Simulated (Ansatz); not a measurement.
Si (Fd-3m), work and stress of cleavage

Level of theory: DFT PBE, scalar-relativistic, plane waves, PAW in Ansatz 0.2.0. Settings: plane waves to 420 eV, k-mesh 8×8×3 (Γ-centred), Gaussian smearing 0.05 eV. No spin polarisation. Energies are free energies at this smearing, counted from the undisturbed cell; pressure is positive in compression.

Reference structure (relaxed at this level):

```
Si
1.0
     2.73488   -2.73488    0.00000
     2.73488    0.00000   -2.73488
     5.46976    5.46976    5.46976
Si
6
Direct
  0.66667 0.66667 0.54163
  0.00000 0.00000 0.20830
  0.33333 0.33333 0.87497
  0.66667 0.66667 0.79163
  0.00000 0.00000 0.45830
  0.33333 0.33333 0.12497
```

The cut lies on the cell's a–b face, a (1 1 1) plane (indices in the standard cell, whose axes needn't be the Cartesian ones shown) of area 12.96 Å², between layers 2.37 Å apart. Vector c is lengthened by d along the normal with the atoms' Cartesian places fixed: one unrelaxed cut a cell. The traction is positive where the two halves pull on each other.

```csv
d (Å),energy (J/m²),traction (GPa)
-0.30,0.69,-56.6
-0.15,0.14,-20.6
0.00,0.00,0.0
0.25,0.23,15.7
0.50,0.69,20.0
0.75,1.19,19.7
1.00,1.66,17.1
1.50,2.35,10.6
2.00,2.75,5.5
3.00,3.00,0.7
4.50,3.03,0.0
6.00,3.03,0.0
```

What are the work of separation and the cleavage stress, and do they fit the universal binding curve?

The energy levels off near W ≈ 3.03 J/m² (the traction is down to 0.0 GPa), the energy of the two unrelaxed faces, 1.51 J/m² each on average. The largest sampled traction is 20.0 GPa at d = 0.50 Å, and a parabola through it and its two neighbours peaks at σ_max ≈ 20.4 GPa, d ≈ 0.61 Å. The curve E = W[1 − (1 + d/ℓ)exp(−d/ℓ)] peaks in traction at d = ℓ with σ_max = W/(eℓ); with 1 J/m² per Å = 10 GPa this W and σ_max give ℓ = 0.55 Å. A parabola through that curve at the same three d peaks at 0.58 Å, against 0.61 Å here, a fair fit. Real crystals break at far lower stress, because cracks concentrate it, and on the plane of lowest W, which needn't be this one.

The cut is rigid; relaxing the faces lowers these energies and usually the stresses.

The gap closes along the scan, which can put kinks into the curve.

Cost: 12 runs of about 0.91 core-minutes in all, on Arm Neoverse V2 (shared hosts).